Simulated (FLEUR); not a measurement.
# SnTe (Fm-3m) in FLEUR: settings compared

One crystal, SnTe, is run at these levels: PBEsol, SCAN, LDA; tasks: band structure, equation of state.

Everything below comes from runs of FLEUR MaX-R8.1 (later development tree). Logs are shortened: lines on timing, memory, paths and dates and some standing lists are left out, and cuts for length are marked.

**Measured values to compare with.**

From a printed reference work, textbook, for a bulk crystal of SnTe at 300 K: band gap 0.18 eV (direct).

The runs below are set against these values where they give the same quantity.

**1. Starting point**

The structure is cubic, space group Fm-3m (No. 225). The conventional cell has a = 6.302 Å, b = 6.302 Å, c = 6.302 Å, α = 90.00°, β = 90.00°, γ = 90.00°. Te (site symmetry m-3m) has 6 Sn at 3.15 Å as nearest neighbours. Sn (site symmetry m-3m) is surrounded by 6 Te at 3.15 Å.

**2. Band structure, PBEsol**

Contents of inp.xml:

```xml
<?xml version="1.0" encoding="UTF-8" standalone="no"?>
<fleurInput fleurInputVersion="0.39">
   <comment>
      SnTe                                                                                                
   </comment>
   <calculationSetup>
      <cutoffs Kmax="4.1" Gmax="12.7" GmaxXC="12.7" numbands="0"/>
      <scfLoop itmax="60" minDistance="0.00001" maxIterBroyd="15" imix="Anderson" alpha="0.05" precondParam="0.0" spinf="2.0" sdNocoIR="T"/>
      <coreElectrons ctail="T" frcor="F" kcrel="0" coretail_lmax="0"/>
      <xcFunctional name="PBEs" relativisticCorrections="F"/>
      <magnetism jspins="1"/>
      <soc l_soc="F" theta="0.0" phi="0.0" spav="F"/>
      <expertModes spex="0" secvar="F"/>
      <geometryOptimization l_f="F" forcealpha="1.0" forcemix="BFGS" epsdisp="0.00001" epsforce="0.00001"/>
      <ldaU l_linMix="F" mixParam="0.05" spinf="1.0"/>
   </calculationSetup>
   <cell>
      <bzIntegration valenceElectrons="44.0" mode="hist" fermiSmearingEnergy="0.00183747">
         <kPointListSelection listName="default-1"/>
         <!-- k-points included here -->
         <xi:include xmlns:xi="http://www.w3.org/2001/XInclude" href="kpts.xml"> </xi:include>
      </bzIntegration>
      <!-- symmetry operations included here -->
      <xi:include xmlns:xi="http://www.w3.org/2001/XInclude" href="sym.xml"> </xi:include>
      <bulkLattice scale="1.0">
         <bravaisMatrix>
[... 33 lines left out ...]
         <energyParameters s="5" p="5" d="4" f="4"/>
         <lo type="SCLO" l="0" n="4" eDeriv="0"/>
         <lo type="SCLO" l="1" n="4" eDeriv="0"/>
         <lo type="SCLO" l="1" n="4" eDeriv="1"/>
         <lo type="SCLO" l="2" n="4" eDeriv="2"/>
         <lo type="SCLO" l="3" n="4" eDeriv="2"/>
      </species>
   </atomSpecies>
   <atomGroups>
      <atomGroup species="Tellurium (Te)">
         <relPos label="                   1">1.000/2.000 1.000/2.000 1.000/2.000</relPos>
         <force calculate="T" relaxXYZ="TTT"/>
      </atomGroup>
      <atomGroup species="Tin (Sn)">
         <relPos label="                   2">.0000000000 .0000000000 .0000000000</relPos>
         <force calculate="T" relaxXYZ="TTT"/>
      </atomGroup>
   </atomGroups>
   <output dos="F" band="F" slice="F">
      <checks vchk="F" cdinf="F"/>
      <bandDOS minEnergy="-.5*Htr" maxEnergy="0.5*Htr" sigma="0.015" storeEVData="T"/>
      <vacuumDOS vacdos="F" integ="F" star="F" nstars="0" locx1="0.0" locy1="0.0" locx2="0.0" locy2="0.0" nstm="0" tworkf="0.0"/>
      <unfoldingBand unfoldBand="F" supercellX="1" supercellY="1" supercellZ="1"/>
      <plotting iplot="0" polar="F">
         <plot TwoD="T" vec1="  1.0  0.0  0.0" vec2="  0.0  1.0  0.0" vec3="  0.0  0.0  1.0" zero="  0.0  0.0  0.0" file="plot"/>
      </plotting>
      <chargeDensitySlicing numkpt="0" minEigenval="0.0" maxEigenval="0.0" nnne="0" pallst="F"/>
      <specialOutput eonly="F"/>
      <moessbauerParams electricFieldGradient="T" isomerShift="T" coreHyperfine="T" valenceHyperfine="T"/>
      <magneticCircularDichroism mcd="F" energyLo="-10.0" energyUp="0.0"/>
   </output>
  <!-- We include the file relax.xml here to enable relaxations (see documentation) -->
  <xi:include xmlns:xi="http://www.w3.org/2001/XInclude" href="relax.xml"> <xi:fallback/> </xi:include>
</fleurInput>
```

Contents of crystal.txt:

```
SnTe
&input cartesian=F /
0.0000000000  3.1508500000  3.1508500000
3.1508500000  0.0000000000  3.1508500000
3.1508500000  3.1508500000  0.0000000000
1.8897261246
1.0 1.0 1.0

2
52 0.5000000000  0.5000000000  0.5000000000
50 0.0000000000  0.0000000000  0.0000000000

&kpt div1=7 div2=7 div3=7 gamma=T /
```

Contents of inp.xml (bands):

```
<?xml version="1.0" encoding="UTF-8" standalone="no"?>
<fleurInput fleurInputVersion="0.39">
   <comment>
      SnTe                                                                                                
   </comment>
   <calculationSetup>
      <cutoffs Kmax="4.1" Gmax="12.7" GmaxXC="12.7" numbands="0"/>
      <scfLoop itmax="60" minDistance="0.00001" maxIterBroyd="15" imix="Anderson" alpha="0.05" precondParam="0.0" spinf="2.0" sdNocoIR="T"/>
      <coreElectrons ctail="T" frcor="F" kcrel="0" coretail_lmax="0"/>
      <xcFunctional name="PBEs" relativisticCorrections="F"/>
      <magnetism jspins="1"/>
      <soc l_soc="F" theta="0.0" phi="0.0" spav="F"/>
      <expertModes spex="0" secvar="F"/>
      <geometryOptimization l_f="F" forcealpha="1.0" forcemix="BFGS" epsdisp="0.00001" epsforce="0.00001"/>
      <ldaU l_linMix="F" mixParam="0.05" spinf="1.0"/>
   </calculationSetup>
   <cell>
      <bzIntegration valenceElectrons="44.0" mode="hist" fermiSmearingEnergy="0.00183747">
         <kPointListSelection listName="path-1"/>
         <!-- k-points included here -->
         <xi:include xmlns:xi="http://www.w3.org/2001/XInclude" href="kpts.xml"> </xi:include>
      </bzIntegration>
      <!-- symmetry operations included here -->
      <xi:include xmlns:xi="http://www.w3.org/2001/XInclude" href="sym.xml"> </xi:include>
      <bulkLattice scale="1.0">
         <bravaisMatrix>
[... 32 lines left out ...]
         </electronConfig>
         <energyParameters s="5" p="5" d="4" f="4"/>
         <lo type="SCLO" l="0" n="4" eDeriv="0"/>
         <lo type="SCLO" l="1" n="4" eDeriv="0"/>
         <lo type="SCLO" l="1" n="4" eDeriv="1"/>
         <lo type="SCLO" l="2" n="4" eDeriv="2"/>
         <lo type="SCLO" l="3" n="4" eDeriv="2"/>
      </species>
   </atomSpecies>
   <atomGroups>
      <atomGroup species="Tellurium (Te)">
         <relPos label="                   1">1.000/2.000 1.000/2.000 1.000/2.000</relPos>
         <force calculate="T" relaxXYZ="TTT"/>
      </atomGroup>
      <atomGroup species="Tin (Sn)">
         <relPos label="                   2">.0000000000 .0000000000 .0000000000</relPos>
         <force calculate="T" relaxXYZ="TTT"/>
      </atomGroup>
   </atomGroups>
   <output dos="F" band="T" slice="F">
      <checks vchk="F" cdinf="F"/>
      <bandDOS minEnergy="-.5*Htr" maxEnergy="0.5*Htr" sigma="0.015" storeEVData="T"/>
      <vacuumDOS vacdos="F" integ="F" star="F" nstars="0" locx1="0.0" locy1="0.0" locx2="0.0" locy2="0.0" nstm="0" tworkf="0.0"/>
      <unfoldingBand unfoldBand="F" supercellX="1" supercellY="1" supercellZ="1"/>
      <plotting iplot="0" polar="F">
         <plot TwoD="T" vec1="  1.0  0.0  0.0" vec2="  0.0  1.0  0.0" vec3="  0.0  0.0  1.0" zero="  0.0  0.0  0.0" file="plot"/>
      </plotting>
      <chargeDensitySlicing numkpt="0" minEigenval="0.0" maxEigenval="0.0" nnne="0" pallst="F"/>
      <specialOutput eonly="F"/>
      <moessbauerParams electricFieldGradient="T" isomerShift="T" coreHyperfine="T" valenceHyperfine="T"/>
      <magneticCircularDichroism mcd="F" energyLo="-10.0" energyUp="0.0"/>
   </output>
  <!-- We include the file relax.xml here to enable relaxations (see documentation) -->
  <xi:include xmlns:xi="http://www.w3.org/2001/XInclude" href="relax.xml"> <xi:fallback/> </xi:include>
</fleurInput>
```

Potentials or basis: all-electron, FLAPW.

Launch:

```bash
$ inpgen -f crystal.txt -profile fastHighL
$ # inp.xml edited to the form shown
$ fleur_MPI
$ fleur_MPI   # second run, on inp.xml (bands)
```

Log:

```text
Welcome to FLEUR        (www.flapw.de)
      MaX-Release 8.1          (www.max-centre.eu)

 ========== k-point set info ==========
 Selected k-point list: default-1
 k-point list type: mesh
 7 x 7 x 7
 Number of k points: 20

 ------------Calculation Setup---------------------------
 Number of MPI-tasks      :            1
 Number of PE/node        :            1
 Number of OMP-threads    :            1
 Most efficient MPI parallelization for:
           1           2           4           5          10          20
 Additional eigenvalue parallelization possible
 Number of basis functions:          615
 Approximate size of matrices (H+S) per k-point:         0.006 GB
 --------------------------------------------------------
 Iteration:     1   Distance:       4.61712961 me/bohr^3
 Iteration:     2   Distance:       4.32016934 me/bohr^3
 Iteration:     3   Distance:       1.76371897 me/bohr^3
 Iteration:     4   Distance:       0.61995798 me/bohr^3
 Iteration:     5   Distance:       0.49882313 me/bohr^3
 Iteration:     6   Distance:       0.05586019 me/bohr^3
 Iteration:     7   Distance:       0.02986176 me/bohr^3
 Iteration:     8   Distance:       0.01470931 me/bohr^3
 Iteration:     9   Distance:       0.00237390 me/bohr^3
 Iteration:    10   Distance:       0.00180559 me/bohr^3
 Iteration:    11   Distance:       0.00020591 me/bohr^3
 Iteration:    12   Distance:       0.00001572 me/bohr^3
 Iteration:    13   Distance:       0.00001651 me/bohr^3
 Iteration:    14   Distance:       0.00000085 me/bohr^3

 ********************************************************************
 Run finished successfully
 Stop message:
   all done
 ********************************************************************
```

output (bands):

```text
Welcome to FLEUR        (www.flapw.de)
      MaX-Release 8.1          (www.max-centre.eu)

 ========== k-point set info ==========
 Selected k-point list: path-1
 k-point list type: path
 Number of k points: 60

 ------------Calculation Setup---------------------------
 Number of MPI-tasks      :            1
 Number of PE/node        :            1
 Number of OMP-threads    :            1
 Most efficient MPI parallelization for:
           1           2           3           4           5           6          10          12          15          20          30          60
 Additional eigenvalue parallelization possible
 Number of basis functions:          615
 Approximate size of matrices (H+S) per k-point:         0.006 GB
 --------------------------------------------------------
 Fermi energy correction for metals:
 Fermi energy in bands.* files may not be consistent with last density.
 Please correct it manually (e.g. in band.gnu file).

 Note: Band structure data (together with different weights) is also stored in the banddos.hdf file.
       A convenient way of extracting and plotting the data from that file is by making use of the

 ********************************************************************
 Run finished successfully
 Stop message:
   Charge density postprocessing done.
 ********************************************************************
```

out.xml (last iteration):

```text
<iteration numberForCurrentRun="   14" overallNumber="   14">
         <energyParameters units="Htr">
            <atomicEP atomType="1" spin="1" branch="5s" branchLowest="-5.61" branchHighest="0.29" value="-0.1764076104"/>
            <atomicEP atomType="1" spin="1" branch="5p" branchLowest="-3.78" branchHighest="0.92" value="0.1238945795"/>
            <atomicEP atomType="1" spin="1" branch="5d" branchLowest="-1.10" branchHighest="2.02" value="0.3718228518"/>
            <atomicEP atomType="1" spin="1" branch="4f" branchLowest="-9.99" branchHighest="1.52" value="0.5300225451"/>
            <loAtomicEP atomType="1" spin="1" branch="4p" branchLowest="-29.08" branchHighest="-3.78" value="-3.7877230249"/>
            <loAtomicEP atomType="1" spin="1" branch="4p" branchLowest="-29.08" branchHighest="-3.78" value="-3.7877230249"/>
            <loAtomicEP atomType="1" spin="1" branch="4d" branchLowest="-20.14" branchHighest="-1.10" value="-1.1068472568"/>
            <loAtomicEP atomType="1" spin="1" branch="4d" branchLowest="-20.14" branchHighest="-1.10" value="-1.1068472568"/>
            <loAtomicEP atomType="1" spin="1" branch="5s" branchLowest="-5.61" branchHighest="0.29" value="-0.1764076104"/>
            <loAtomicEP atomType="1" spin="1" branch="4f" branchLowest="-9.99" branchHighest="1.52" value="0.5300226593"/>
            <atomicEP atomType="2" spin="1" branch="5s" branchLowest="-4.51" branchHighest="0.63" value="-0.0335761068"/>
            <atomicEP atomType="2" spin="1" branch="5p" branchLowest="-2.89" branchHighest="1.24" value="0.1910791257"/>
            <atomicEP atomType="2" spin="1" branch="4d" branchLowest="-16.98" branchHighest="-0.52" value="-0.5362881385"/>
            <atomicEP atomType="2" spin="1" branch="4f" branchLowest="-9.99" branchHighest="1.76" value="0.5482239926"/>
            <loAtomicEP atomType="2" spin="1" branch="4s" branchLowest="-30.62" branchHighest="-4.51" value="-4.5148607225"/>
            <loAtomicEP atomType="2" spin="1" branch="4p" branchLowest="-25.25" branchHighest="-2.89" value="-2.8998906373"/>
            <loAtomicEP atomType="2" spin="1" branch="4p" branchLowest="-25.25" branchHighest="-2.89" value="-2.8998906373"/>
            <loAtomicEP atomType="2" spin="1" branch="4d" branchLowest="-16.98" branchHighest="-0.52" value="-0.5490356540"/>
            <loAtomicEP atomType="2" spin="1" branch="4f" branchLowest="-9.99" branchHighest="1.76" value="0.5482257750"/>
         </energyParameters>
         <eigenvalues>
            <eigenvaluesAt spin="1" ikpt="1" k_x="0.00000000" k_y="0.00000000" k_z="0.00000000">
                      -4.5148596802       -3.7761100127       -3.7761100127       -3.7761100127       -2.8913861371
                      -2.8913861371       -2.8913861371       -1.1101000019       -1.1101000019       -1.1099289008
                      -1.1099289008       -1.1099289008       -0.5513119983       -0.5513119983       -0.5510663783
                      -0.5510663783       -0.5510663783       -0.2210201606        0.0769204695        0.1719596362
                       0.1719596362        0.1719596362        0.3728742922        0.3728742922        0.3728742922
                       0.4248241987        0.4248241987        0.4248241987        0.4959178839        0.5053097753
                       0.5053097753        0.5399282285        0.9208121792        0.9208121792
            </eigenvaluesAt>
[... 72 lines left out ...]
               <shell n="3" l="1" isomerShift="135.36004"/>
               <shell n="4" l="0" isomerShift="998.63900"/>
               <shell n="3" l="2" isomerShift="0.00003"/>
            </coreIsomerShift>
            <coreIsomerShift atomType="2" isTotal="193344.85133">
               <shell n="1" l="0" isomerShift="169102.89231"/>
               <shell n="2" l="0" isomerShift="19816.46467"/>
               <shell n="2" l="1" isomerShift="477.18442"/>
               <shell n="3" l="0" isomerShift="3848.21857"/>
               <shell n="3" l="1" isomerShift="100.09134"/>
               <shell n="3" l="2" isomerShift="0.00002"/>
            </coreIsomerShift>
            <isomerShift atomType="1" nucleusRadius="0.0001189" averageDensity="231972.06563"/>
            <isomerShift atomType="2" nucleusRadius="0.0001161" averageDensity="194205.37194"/>
            <electricFieldGradient atomType="1" VXX="0.00000" VYY="0.00000" VZZ="0.00000" asymParam="0.00000">
            </electricFieldGradient>
            <electricFieldGradient atomType="2" VXX="0.00000" VYY="0.00000" VZZ="0.00000" asymParam="0.00000">
            </electricFieldGradient>
         </moessbauerParams>
         <totalEnergy                                    value="   -12970.3273225825" units="Htr">
            <sumOfEigenvalues                            value="    -7854.3498131317">
               <coreElectrons value="-7789.2049781420"/>
               <valenceElectrons value="-65.1448349897"/>
            </sumOfEigenvalues>
            <densityCoulombPotentialIntegral value="-21097.8447098297"/>
            <densityEffectivePotentialIntegral value="-21539.3953467308"/>
            <chargeDenXCDenIntegral value="-335.8126388455"/>
            <FockExchangeEnergyValence value="0.0000000000"/>
            <FockExchangeEnergyCore value="0.0000000000"/>
            <atomTypeDependentContributions atomType="1">
               <electronNucleiInteractionDifferentMTs value="8239.3585317288"/>
               <MadelungTerm value="-24.2340524822"/>
            </atomTypeDependentContributions>
            <atomTypeDependentContributions atomType="2">
               <electronNucleiInteractionDifferentMTs value="7484.1382970906"/>
               <MadelungTerm value="-22.9069811196"/>
            </atomTypeDependentContributions>
            <tkbTimesEntropy value="0.0000017067"/>
            <freeEnergy value="-12970.3273242892"/>
            <extrapolationTo0K value="-12970.3273234359"/>
         </totalEnergy>
         <densityConvergence units="me/bohr^3">
            <chargeDensity spin="1" distance="0.0000008493"/>
         </densityConvergence>
      </iteration>
```

Run time: 57 s. Hardware: 1 thread of Arm Neoverse V1, shared host; peak memory 0.07 GiB.

Results:

- Free energy: -352940.5866 eV
- Band gap along the path: 0.14 eV, direct
- Valence electrons inside the program's atomic spheres: Te 20.12; Sn 20.12 (radii Te 2.66, Sn 2.66 bohr)

Levels at the corners of the path, in eV from the Fermi level:
```csv
point,band 19,band 20,band 21,band 22,band 23,band 24,band 25,band 26
Γ,-4.77,-2.19,-2.19,-2.19,3.28,3.28,3.28,4.70
X,-6.54,-5.65,-3.80,-3.80,2.06,4.86,4.86,6.31
W,-7.44,-4.89,-4.89,-0.87,0.77,4.53,4.53,6.00
K,-7.49,-5.25,-3.30,-2.78,2.97,3.00,4.10,5.48
Γ,-4.77,-2.19,-2.19,-2.19,3.28,3.28,3.28,4.70
L,-8.41,-1.85,-1.85,-0.10,0.04,0.30,0.30,7.63
U,-7.49,-5.25,-3.30,-2.78,2.97,3.00,4.10,5.48
W,-7.44,-4.89,-4.89,-0.87,0.77,4.53,4.53,6.00
L,-8.41,-1.85,-1.85,-0.10,0.04,0.30,0.30,7.63
K,-7.49,-5.25,-3.30,-2.78,2.97,3.00,4.10,5.48
U,-7.49,-5.25,-3.30,-2.78,2.97,3.00,4.10,5.48
X,-6.54,-5.65,-3.80,-3.80,2.06,4.86,4.86,6.31
```

Core levels (eV from the Fermi level):
| atom | levels |
| --- | --- |
| 1 Te | 1s1/2 -31587.1, 2s1/2 -4839.0, 2p1/2 -4534.1, 2p3/2 -4259.8, 3s1/2 -959.2, 3p1/2 -833.9, 3p3/2 -782.7, 4s1/2 -159.5, 3d3/2 -561.4, 3d5/2 -550.7 |
| 2 Sn | 1s1/2 -28976.6, 2s1/2 -4370.2, 2p1/2 -4082.5, 2p3/2 -3852.0, 3s1/2 -840.0, 3p1/2 -723.1, 3p3/2 -681.0, 3d3/2 -474.3, 3d5/2 -465.6 |

Caveat: this odd mesh misses L, where the gap lies, so gap, dielectric constants and Born charges aren't listed; spin-orbit coupling is left out, which moves the levels of the heavy elements.

(Continued in part 2 of 2.)
